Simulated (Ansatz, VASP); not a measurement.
# Two plane-wave programs on SiC

INCAR

```
PREC = Accurate
ENCUT = 520
EDIFF = 1E-7
ISMEAR = 0
SIGMA = 0.05
LREAL = False
LASPH = True
NELM = 100
ALGO = Normal
ISIF = 2
LWAVE = False
LCHARG = False
GGA = PS
NBANDS = 11
```

The input KPOINTS:

```
regular mesh
0
Gamma
  12 12 12
```

File POSCAR:

```
SiC
1.0
    0.0000000000      2.2418967778      2.2418967778
    2.2418967778      0.0000000000      2.2418967778
    2.2418967778      2.2418967778      0.0000000000
Si C
1 1
Direct
    0.0000000000      0.0000000000      0.0000000000
    0.7500000000      0.7500000000      0.7500000000
```

Input for Ansatz:

```yaml
crystal:
  lattice:
    - [0.0, 2.2418967778, 2.2418967778]
    - [2.2418967778, 0.0, 2.2418967778]
    - [2.2418967778, 2.2418967778, 0.0]
  atoms:
    - { symbol: Si, position: [0.0, 0.0, 0.0] }
    - { symbol: C, position: [0.75, 0.75, 0.75] }
basis:
  ecutwfc: 520.0
kpoints:
  mp_grid: { grid: [12, 12, 12] }
hamiltonian:
  xc: pbesol
  pseudopotentials: { kind: paw, azcp: { folder: soft_1 } }
scf:
  occupations: { method: gaussian, width: 0.05 }
output:
  forces: true
  stress: true
  eigenvalues: true
```

Alike in both runs: task single point; functional PBEsol; k mesh 12 × 12 × 12; occupations gaussian, width 0.05 eV; no spin polarisation.

|  | VASP | Ansatz |
| --- | --- | --- |
| version | VASP 6.6.1 | Ansatz 0.2.0 |
| potentials or method | VASP PAW PBE potentials, release 64 (Si, C) | scalar-relativistic, plane waves, PAW |
| plane-wave cutoff (eV) | 520 | 520 |
| valence electrons in the cell | 8 | 8 |

|  | VASP | Ansatz | Ansatz less VASP |
| --- | --- | --- | --- |
| gap on the k mesh at the Fermi level (eV) | 1.31 | 1.32 | +0.009 |
| least direct gap on the mesh (eV) | 4.35 | 4.36 | +0.011 |
| pressure (GPa) | -15.8 | -16.1 | -0.31 |

Ansatz warned: «pseudo_functional_mismatch».

Caveats: so large a pressure means that the cell lies far from this level's equilibrium, or that cutoff or potentials fall short (VASP); the potentials were made for another functional, which shifts forces and pressure (VASP). A k mesh can miss the band edges.
